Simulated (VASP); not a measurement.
# Y (P6_3/mmc) in VASP: further runs, part 2 of 2

VASP 6.6.1.

## Step 3: Relaxation of cell and atoms, LDA

This run uses another cell than the first one, of 29.82 Å³/atom, 0.903 times its volume.

INCAR

```
  PREC = Accurate
  ENCUT = 600
  EDIFF = 1E-7
  ISMEAR = 1
  SIGMA = 0.1
  LREAL = False
  LASPH = True
  NELM = 80
  ALGO = Normal
  ISIF = 3
  LWAVE = False
  LCHARG = False
  IBRION = 2
  NSW = 90
  EDIFFG = -0.005
```

KPOINTS

```
Automatic mesh
0
Gamma
  12 12 7
```

POSCAR

```
Y                                       
1.0
    3.5294108355     -0.0000000000      0.0000000000
   -1.7647054177      3.0565594459     -0.0000000000
    0.0000000000     -0.0000000000      5.5283225396
  Y             
     2
Direct
     0.3333333300000021    0.6666666699999979    0.2500000000000000
     0.6666666699999979    0.3333333300000021    0.7500000000000000
```

Potentials or basis: VASP PAW LDA potentials, release 64 (Y_sv).

Started as:

```console
> cat potpaw_LDA.64/Y_sv/POTCAR > POTCAR
> mpirun -np 1 vasp_std > vasp.out
```

OUTCAR:

```text
PREC = Accurate
   ENCUT = 600
   EDIFF = 1E-7
   ISMEAR = 1
   LREAL = False
   LASPH = True
   NELM = 80
   ISIF = 3
   IBRION = 2
   NSW = 90
   EDIFFG = -0.005

 ion  position               nearest neighbor table
   1  0.333  0.667  0.250-   2 3.43   2 3.43   2 3.43   2 3.43   2 3.43   2 3.43
   2  0.667  0.333  0.750-   1 3.43   1 3.43   1 3.43   1 3.43   1 3.43   1 3.43

  LATTYP: Found a hexagonal cell.
 ALAT       =     3.5294108355
 C/A-ratio  =     1.5663584653

  Lattice vectors:

 A1 = (   3.5294108355,   0.0000000000,   0.0000000000)
 A2 = (  -1.7647054177,   3.0565594459,   0.0000000000)
 A3 = (   0.0000000000,   0.0000000000,   5.5283225396)

Analysis of symmetry for initial positions (statically):
=====================================================================
 Subroutine PRICEL returns:
 Original cell was already a primitive cell.

 Routine SETGRP: Setting up the symmetry group for a
 hexagonal supercell.

 Subroutine GETGRP returns: Found 24 space group operations
 (whereof 12 operations were pure point group operations)
 out of a pool of 24 trial point group operations.

The static configuration has the point symmetry D_3d.
 The point group associated with its full space group is D_6h.

Analysis of symmetry for dynamics (positions and initial velocities):
=====================================================================
 Subroutine PRICEL returns:
 Original cell was already a primitive cell.

 Routine SETGRP: Setting up the symmetry group for a
 hexagonal supercell.

 Subroutine GETGRP returns: Found 24 space group operations
 (whereof 12 operations were pure point group operations)
 out of a pool of 24 trial point group operations.

The dynamic configuration has the point symmetry D_3d.
 The point group associated with its full space group is D_6h.

 Subroutine INISYM returns: Found 24 space group operations
 (whereof 12 operations are pure point group operations),
 and found     1 'primitive' translations

[... 126 lines left out ...]
 non-spin polarized calculation
 Methfessel and Paxton  Order N= 1 SIGMA  =   0.10
  energy-cutoff  :      600.00
  volume of cell :       59.64
 maximum number of plane-waves:      2011
   NGX = 15   NGY = 15   NGZ = 23

 number of electron      22.0000000 magnetization

 Free energy of the ion-electron system (eV)
  ---------------------------------------------------
  ext. energy  EPLUGINS =         0.00000000
  ---------------------------------------------------
  free energy    TOTEN  =       -13.88649999 eV

  energy without entropy =      -13.88535152  energy(sigma->0) =      -13.88611717

 E-fermi :   3.3141     XC(G=0): -10.0244

 val. band max:        3.3116882610   @ k =   0.2500   0.2500   0.4286
 cond. band min:       3.3249629898   @ k =   0.1667   0.0833   0.1429
 fundamental gap:      0.0132747288
 Fermi energy:         3.3140545297

 k-point     1 :       0.0000    0.0000    0.0000
  band No.  band energies     occupation
      1     -38.9169      2.00000
      2     -38.8021      2.00000
      3     -19.4563      2.00000
      4     -18.7916      2.00000
      5     -18.7916      2.00000
      6     -18.6682      2.00000
      7     -18.6682      2.00000
      8     -18.6210      2.00000
      9      -1.5019      2.00000
     10       1.2868      2.00000
     11       4.6205     -0.00000
     12       5.0851     -0.00000
     13       5.0851     -0.00000
     14       5.4397      0.00000
[... 401 lines left out ...]
      2     -38.7889      2.00000
      3     -19.2808      2.00000
      4     -19.1272      2.00000
      5     -19.0682      2.00000
      6     -18.9071      2.00000
      7     -18.7445      2.00000
      8     -18.7343      2.00000
      9       0.6741      2.00000
     10       2.2886      2.00000
     11       2.7572      2.00000
     12       3.5294     -0.00943
     13       4.7472     -0.00000
     14       5.1371     -0.00000
     15       5.2083     -0.00000

 [... further k-points ...]

------------------------ aborting loop because EDIFF is reached ----------------------------------------

  FORCE on cell =-STRESS in cart. coord.  units (eV):
  Direction    XX          YY          ZZ          XY          YZ          ZX
  --------------------------------------------------------------------------------------
  -------------------------------------------------------------------------------------
  Total       -0.0047306     -0.0047306     -0.0017418     -0.0000000      0.0000000      0.0000000
  in kB       -0.1270862     -0.1270862     -0.0467917     -0.0000000      0.0000000      0.0000000
  external PRESSURE =      -0.1003214 kB  Pullay stress =       0.0000000 kB

 VOLUME and BASIS-vectors are now :
 -----------------------------------------------------------------------------
  energy-cutoff  :      600.00
  volume of cell :       59.64
      direct lattice vectors                 reciprocal lattice vectors
     3.529410835  0.000000000  0.000000000     0.283333408  0.163582619  0.000000000
    -1.764705418  3.056559446  0.000000000     0.000000000  0.327165238  0.000000000
     0.000000000  0.000000000  5.528322540     0.000000000  0.000000000  0.180886696

 POSITION                                       TOTAL-FORCE (eV/Angst)
 -----------------------------------------------------------------------------------
     -0.00000      2.03771      1.38208        -0.000000      0.000000      0.000000
      1.76471      1.01885      4.14624         0.000000      0.000000      0.000000
 -----------------------------------------------------------------------------------
    total drift:                               -0.000004      0.000003     -0.000000

  FREE ENERGIE OF THE ION-ELECTRON SYSTEM (eV)
  ---------------------------------------------------
  free  energy   TOTEN  =       -13.8864999901 eV

  energy  without entropy=      -13.8853515209  energy(sigma->0) =      -13.88611717

 reached required accuracy - stopping structural energy minimisation
```

Wall time 43 s (1 thread of Intel Xeon Platinum 8488C (Sapphire Rapids), shared host); peak memory 0.22 GiB.

What came out:

* Free energy: -13.8865 eV
* Pressure after relaxing: 0.0 GPa
* Band gap on the k mesh: none (metal or under the smearing width)

Final structure:
```
Y
1.0
     3.52941    0.00000    0.00000
    -1.76471    3.05656    0.00000
     0.00000    0.00000    5.52832
Y
2
Direct
  0.33333 0.66667 0.25000
  0.66667 0.33333 0.75000
```

Caveat: the relaxation stopped at its first step, so nothing moved.

## Step 4: Relaxation of cell and atoms, PBE

INCAR

```
ALGO     = Normal         # electronic algorithm
EDIFF    = 1E-6           # SCF threshold, eV
EDIFFG   = -0.01          # ionic threshold
ENCUT    = 600            # plane-wave cutoff, eV
GGA      = PE             # functional
IBRION   = 2              # ionic algorithm
ISIF     = 3              # what is computed and relaxed
ISMEAR   = 1              # smearing method
LASPH    = True           # aspherical terms in the spheres
LCHARG   = False          # write CHGCAR
LREAL    = False          # projectors in reciprocal space
LWAVE    = False          # write WAVECAR
NELM     = 80             # most SCF steps
NSW      = 90             # ionic steps
PREC     = Accurate       # precision mode
SIGMA    = 0.1            # smearing width, eV
```

KPOINTS

```
k-points
0
Gamma
  12 12 7
```

POSCAR

```
Y
1.0
    3.6474000000      0.0000000000      0.0000000000
   -1.8237000000      3.1587410600      0.0000000000
    0.0000000000      0.0000000000      5.7306000000
Y
2
Direct
    0.3333333300      0.6666666700      0.2500000000
    0.6666666700      0.3333333300      0.7500000000
```

Potentials or basis: VASP PAW PBE potentials, release 64 (Y_sv).

Started as:

```console
> cat potpaw_PBE.64/Y_sv/POTCAR > POTCAR
> mpirun -np 1 vasp_std > vasp.out
```

Run time: 2.1 min. Hardware: 1 thread of Intel Xeon 6975P-C (Granite Rapids), shared host; peak memory 0.27 GiB.

It converged, with:

- Free energy: -12.8630 eV
- Relaxed volume: 32.87 Å³/atom
- Relaxed cell: a = 3.657 Å, b = 3.657 Å, c = 5.678 Å, α = 90.00°, β = 90.00°, γ = 120.00°
- Space group after relaxing (to 0.05 Å): P6_3/mmc (No. 194)
- Energy gained by relaxing: 0.6 meV/atom
- Ionic steps: 5
- Pressure after relaxing: 0.0 GPa
- Band gap on the k mesh: none (metal or under the smearing width)

Step by step:
```
step  energy change (eV)  largest force (eV/Å)  pressure (GPa)  volume (Å³)
   1              0.0000                0.0000           -0.23        66.02
   2             -0.0010                0.0000            0.07        65.57
   3             -0.0010                0.0000            0.11        65.49
   4             -0.0012                0.0000            0.04        65.65
   5             -0.0012                0.0000           -0.03        65.75
```

Final structure:
```
CELL_PARAMETERS angstrom
3.65651 0.00000 0.00000
-1.82826 3.16663 0.00000
0.00000 0.00000 5.67808
ATOMIC_POSITIONS crystal
Y 0.33333 0.66667 0.25000
Y 0.66667 0.33333 0.75000
```

Levels at points of the mesh, in eV from the Fermi level:
```csv
k point,band 7,band 8,band 9,band 10,band 11,band 12,band 13,band 14,band 15
"(0.00, 0.00, 0.00)",-22.41,-22.37,-4.69,-1.84,0.95,1.73,1.73,2.12,2.35
"(0.50, 0.00, 0.00)",-22.53,-22.46,-1.68,-1.18,-0.80,-0.14,1.42,1.44,2.11
```
